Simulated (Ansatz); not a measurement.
Ionic part of the dielectric constant of NaH at 1 GPa, mode by mode

The calculation used DFT LDA, scalar-relativistic, plane waves, PAW (Ansatz 0.2.0). Cutoff 420 eV, 8×8×8 k-points (Γ-centred), fixed occupations. No spin polarisation. Phonons by linear response, acoustic sum rule imposed.

The structure is cubic, space group Fm-3m (No. 225). Conventional cell: a = 4.637 Å, b = 4.637 Å, c = 4.637 Å, α = 90.00°, β = 90.00°, γ = 90.00°. Na (site symmetry m-3m) is surrounded by 6 H at 2.32 Å. H (site symmetry m-3m) is surrounded by 6 Na at 2.32 Å.

The primitive cell has V = 24.93 Å³ and ε∞,yy = 3.348. Each polar mode adds Δε = (4.92064×10⁷/V)·S/ν² along y, with S its oscillator strength in e²/amu, ν in cm⁻¹ and V in Å³.

Question: From these modes, find each Δε and ε0,yy.
```csv
ν (cm⁻¹),S_yy (e²/amu)
596.5,0.9044
```

Answer:
| ν (cm⁻¹) | Δε |
| --- | --- |
| 596.5 | 5.02 |

The sum is 5.017, so ε0,yy = 8.37; the run's tensor has 8.37.

Question: Where do the longitudinal modes lie for a wave vector along y?

Answer: At 943 cm⁻¹. The Lyddane–Sachs–Teller product Π(ν_LO/ν_TO)² = 2.50 matches ε0/ε∞ = 2.50.

Cost: 1 run of about 0.34 core-minutes, on Arm Neoverse N1 (shared hosts).